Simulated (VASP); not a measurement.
## A VASP 6.6.1 single-point calculation on SrO

INCAR

```
NSW = 0
LCHARG = .FALSE.
IBRION = -1
SIGMA = 0.02
NBANDS = 15
NELM = 120
ISMEAR = -1
PREC = Accurate
ISIF = 2
GGA = PE
ENCUT = 500
EDIFF = 1E-7
LREAL = .FALSE.
LASPH = .TRUE.
LWAVE = .FALSE.
```

KPOINTS

```
KPOINTS created by Atomic Simulation Environment
0
Gamma
8 8 8
0 0 0
```

POSCAR

```
Sr O
 1.0000000000000000
     0.0000000000000000    2.7922805169000000    2.8020534987999999
     2.7922805169000000    0.0000000000000000    2.8020534987999999
     2.7922805169000000    2.7922805169000000    0.0000000000000000
 Sr  O
   1   1
Cartesian
  0.0000000000000000  0.0000000000000000  0.0000000000000000
  1.3961402584499998  1.3961402584499998  1.4010267493999999
```

The recommended PBE PAW datasets give the neutral cell 16 valence electrons.

Command

```
mpirun -np 1 vasp_std
```

Predict the outcome of this run.

It converged. Results: gap between bands v and c on the k mesh 2.51 eV; least direct gap on the k mesh 3.35 eV; pressure 1.2 GPa. Band v is the last that the valence electrons fill when counted band by band, and c is the next.

OSZICAR

```
N       E                     dE             d eps       ncg     rms          rms(c)
DAV:   1     0.719065747424E+02    0.71907E+02   -0.79127E+03  1770   0.975E+02
DAV:   2    -0.109215688308E+02   -0.82828E+02   -0.75043E+02  2400   0.211E+02
DAV:   3    -0.147966358695E+02   -0.38751E+01   -0.38557E+01  2352   0.424E+01
DAV:   4    -0.148943800897E+02   -0.97744E-01   -0.97732E-01  2292   0.647E+00
DAV:   5    -0.148963144683E+02   -0.19344E-02   -0.19344E-02  2479   0.689E-01    0.176E+01
DAV:   6    -0.119668795621E+02    0.29294E+01   -0.10284E+01  1798   0.224E+01    0.189E+01
DAV:   7    -0.117806154344E+02    0.18626E+00   -0.58903E-01  1868   0.615E+00    0.952E+00
DAV:   8    -0.117512709836E+02    0.29344E-01   -0.15500E-01  2078   0.359E+00    0.153E+00
DAV:   9    -0.117591848413E+02   -0.79139E-02   -0.68640E-03  2360   0.631E-01    0.333E-01
DAV:  10    -0.117624827802E+02   -0.32979E-02   -0.27321E-03  1854   0.339E-01    0.593E-02
DAV:  11    -0.117626090299E+02   -0.12625E-03   -0.14401E-04  2204   0.759E-02    0.634E-02
DAV:  12    -0.117626713763E+02   -0.62346E-04   -0.75207E-05  1861   0.587E-02    0.931E-03
DAV:  13    -0.117626706743E+02    0.70204E-06   -0.14275E-06  2344   0.118E-02    0.600E-03
DAV:  14    -0.117626708424E+02   -0.16810E-06   -0.81281E-07  1903   0.661E-03    0.223E-03
DAV:  15    -0.117626709008E+02   -0.58397E-07   -0.46989E-08  1746   0.201E-03
   1 F= -.11762671E+02 E0= -.11762671E+02  d E =-.509242E-11
```

Standard output (part)

```
POSCAR found type information on POSCAR SrO
 POSCAR found :  2 types and       2 ions
 LDA part: xc-table for (Slater+PW92), standard interpolation
 POSCAR, INCAR and KPOINTS ok, starting setup
 WAVECAR not read
 entering main loop
```

For comparison, a separate PBE run of the intended cell, on usual settings and not on those above, gives a gap of 2.51 eV on its mesh and a pressure of 1.2 GPa.
